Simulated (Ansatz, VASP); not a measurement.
## Ca: VASP beside Ansatz

File INCAR:

```
SYSTEM = Ca
  ALGO = Normal
  EDIFF = 1E-6
  ENCUT = 520
  GGA = CA
  ISIF = 2
  ISMEAR = -1
  LASPH = .True.
  LCHARG = .True.
  LELF = .True.
  LREAL = .False.
  LVHAR = .True.
  LWAVE = .False.
  NBANDS = 11
  NELM = 80
  PREC = Accurate
  SIGMA = 0.08
```

File KPOINTS:

```
k-points
0
Gamma
  12 12 12
  0 0 0
```

POSCAR

```
Ca
1.0
    0.0000000000      2.1887876501      2.1887876501
    2.1887876501      0.0000000000      2.1887876501
    2.1887876501      2.1887876501      0.0000000000
Ca
1
Direct
    0.0000000000      0.0000000000      0.0000000000
```

Input for Ansatz:

```yaml
crystal:
  lattice:
    - [0.0, 2.1887876501, 2.1887876501]
    - [2.1887876501, 0.0, 2.1887876501]
    - [2.1887876501, 2.1887876501, 0.0]
  atoms:
    - { symbol: Ca, position: [0.0, 0.0, 0.0] }
kpoints:
  mp_grid: { grid: [12, 12, 12] }
scf:
  occupations: { method: fermi_dirac, width: 0.08 }
hamiltonian:
  xc: lda
  pseudopotentials: { kind: paw }
output:
  forces: true
  stress: true
  eigenvalues: true
  populations: true
```

Change from the starting cell: volume scaled by 0.55, PAW files.

Alike in both runs: task single point; functional LDA; k mesh 12 × 12 × 12; occupations fermi-dirac, width 0.08 eV; no spin polarisation.

|  | VASP | Ansatz |
| --- | --- | --- |
| version | VASP 6.6.1 | Ansatz 0.2.0 |
| potentials or method | VASP PAW LDA potentials, release 64 (Ca_sv) | PAW with Ansatz's default frozen-core files, scalar-relativistic |
| plane-wave cutoff (eV) | 520 | 420 |
| valence electrons in the cell | 10 | 10 |

|  | VASP | Ansatz | Ansatz less VASP |
| --- | --- | --- | --- |
| pressure (GPa) | 27.7 | 27.7 | -0.05 |

Caveats: so large a pressure means that the cell lies far from this level's equilibrium, or that cutoff or potentials fall short (VASP).
